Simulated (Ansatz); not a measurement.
## Nudged elastic band run: Si16Ge

input.yaml

```yaml
crystal:
  lattice:
    - [0.0, 5.43, 5.43]
    - [5.43, 0.0, 5.43]
    - [5.43, 5.43, 0.0]
  atoms:
    - { symbol: Si, position: [-0.01137915, 0.00209737, 0.00315099] }
    - { symbol: Si, position: [0.12168073, 0.1279984, 0.12884845] }
    - { symbol: Si, position: [0.00040644, -0.00184169, 0.50140336] }
    - { symbol: Si, position: [0.1196838, 0.13059418, 0.62069001] }
    - { symbol: Si, position: [0.00021571, 0.50057448, -0.00073948] }
    - { symbol: Si, position: [0.11948765, 0.6199705, 0.13145404] }
    - { symbol: Si, position: [0.000174, 0.50157787, 0.50227002] }
    - { symbol: Si, position: [0.12409971, 0.62563195, 0.626695] }
    - { symbol: Si, position: [0.50636207, 0.00251131, 0.00251815] }
    - { symbol: Si, position: [0.62511024, 0.12492139, 0.12486481] }
    - { symbol: Si, position: [0.50230175, 0.00774063, 0.48849242] }
    - { symbol: Si, position: [0.62958268, 0.13075184, 0.62042876] }
    - { symbol: Si, position: [0.50159869, 0.48850584, 0.00811044] }
    - { symbol: Si, position: [0.62917168, 0.62017764, 0.13116555] }
    - { symbol: Si, position: [0.49652058, 0.50155419, 0.50216038] }
    - { symbol: Si, position: [0.62766501, 0.62225912, 0.62281433] }
    - { symbol: Ge, position: [0.37519549, 0.87478469, 0.87463297] }
basis:
  ecutwfc: 420.0
kpoints:
  mp_grid: { grid: [2, 2, 2] }
hamiltonian:
  xc: pbesol
  pseudopotentials: { kind: paw, azcp: { folder: soft_1 } }
scf:
  occupations: { method: gaussian, width: 0.02 }
  lower_state_search: "off"
neb:
  images: 7
  f_tol: 0.05
  initial_path: linear
  max_iterations: 36
  spring: 2.0
  final_atoms:
    - { symbol: Si, position: [-0.00046165, 0.00078192, 0.00010762] }
    - { symbol: Si, position: [0.12425568, 0.12476507, 0.12406635] }
    - { symbol: Si, position: [0.00466946, 0.00591171, 0.49497984] }
    - { symbol: Si, position: [0.12351353, 0.12550834, 0.62744686] }
    - { symbol: Si, position: [0.00460463, 0.49572062, 0.00517039] }
    - { symbol: Si, position: [0.12350386, 0.62811169, 0.12482711] }
    - { symbol: Si, position: [0.00249898, 0.49782319, 0.49714148] }
    - { symbol: Si, position: [0.13601331, 0.62374101, 0.62292408] }
    - { symbol: Si, position: [0.49657553, 0.00376445, 0.00304797] }
    - { symbol: Si, position: [0.62687957, 0.12474323, 0.1240849] }
    - { symbol: Si, position: [0.49446034, 0.00585435, 0.49503725] }
    - { symbol: Si, position: [0.62251153, 0.13710029, 0.61797421] }
    - { symbol: Si, position: [0.49441158, 0.49565972, 0.00522792] }
    - { symbol: Si, position: [0.62235632, 0.61868318, 0.13643198] }
    - { symbol: Si, position: [0.4996093, 0.50070507, 0.50003702] }
    - { symbol: Si, position: [0.61728354, 0.62360712, 0.62305657] }
    - { symbol: Ge, position: [0.74964534, 0.75067423, 0.7499962] }
  order_check: true
```

Command:

```bash
$ ansatz run input.yaml --threads 1 --pin off --max-ram 3072MiB --backend cpu --events-out ev --progress --plain --runs-dir out
```

Output, in part (warnings, iteration lines):

```
NEB end point (image 0): max|allowed force component| = 2.032e-2 eV/Å (the criterion of neb.relax_end_points is 1.000e-2)
NEB end point (image 8): max|allowed force component| = 2.988e-3 eV/Å (the criterion of neb.relax_end_points is 1.000e-2)
NEB iter   1: max|band force component| = 1.912e0 eV/Å  barrier→ = 1.2409 eV  barrier← = 1.2411 eV  Δτ_max = 0.1694 Å  (77 SCF iters)
NEB iter   2: max|band force component| = 8.043e-1 eV/Å  barrier→ = 0.6039 eV  barrier← = 0.6042 eV  Δτ_max = 0.1920 Å  (49 SCF iters)
NEB iter   3: max|band force component| = 2.869e-1 eV/Å  barrier→ = 0.3877 eV  barrier← = 0.3880 eV  CI = image 5  Δτ_max = 0.0979 Å  (50 SCF iters)
NEB iter   4: max|band force component| = 1.748e-1 eV/Å  barrier→ = 0.3401 eV  barrier← = 0.3403 eV  CI = image 4  Δτ_max = 0.1900 Å  (44 SCF iters)
NEB iter   5: max|band force component| = 6.349e-1 eV/Å  barrier→ = 0.4748 eV  barrier← = 0.4751 eV  CI = image 3  Δτ_max = 0.1018 Å  (46 SCF iters)
NEB iter   6: max|band force component| = 5.086e-1 eV/Å  barrier→ = 0.3984 eV  barrier← = 0.3986 eV  CI = image 3  Δτ_max = 0.2000 Å  (42 SCF iters)
NEB iter   7: max|band force component| = 2.637e-1 eV/Å  barrier→ = 0.3527 eV  barrier← = 0.3529 eV  CI = image 3  Δτ_max = 0.1975 Å  (49 SCF iters)
NEB iter   8: max|band force component| = 5.435e-1 eV/Å  barrier→ = 0.3764 eV  barrier← = 0.3767 eV  CI = image 4  Δτ_max = 0.1000 Å  (48 SCF iters)
[... lines left out ...]
```

The run converged. The band force fell under the threshold earlier too, but the program's further tests of the path sent the band on. By the program's own check the climbing image is of a kind that is not told: the force calls were inconclusive, a negative curvature could not be distinguished from the path's own, the only one lies far off the path, or fixed occupations may fill a level only in part (lowest curvatures found: -1.34 and 0.31 eV/Å²). Limits of this set-up: coarse k mesh, PAW files made for another functional, a small cell, in which the defect meets its images.

Final band (atoms are numbered from 1 in the order of the input):

| image | path coordinate (Å) | energy (eV) | Si1–Ge17 (Å) | Si8–Ge17 (Å) |
| --- | --- | --- | --- | --- |
| 0 | 0.00 | 0.00 | 2.42 | 4.69 |
| 1 | 0.38 | 0.05 | 2.45 | 4.39 |
| 2 | 0.75 | 0.20 | 2.48 | 4.10 |
| 3 | 1.12 | 0.30 | 2.61 | 3.81 |
| 4 | 1.50 | 0.33 | 2.78 | 3.41 |
| 5 | 2.03 | 0.32 | 3.28 | 2.83 |
| 6 | 2.56 | 0.30 | 3.86 | 2.60 |
| 7 | 3.10 | 0.10 | 4.28 | 2.46 |
| 8 | 3.63 | 0.00 | 4.70 | 2.42 |

Run time: 31 min on 1 thread of Arm Neoverse V2, on a shared host, peak memory 1 GiB.
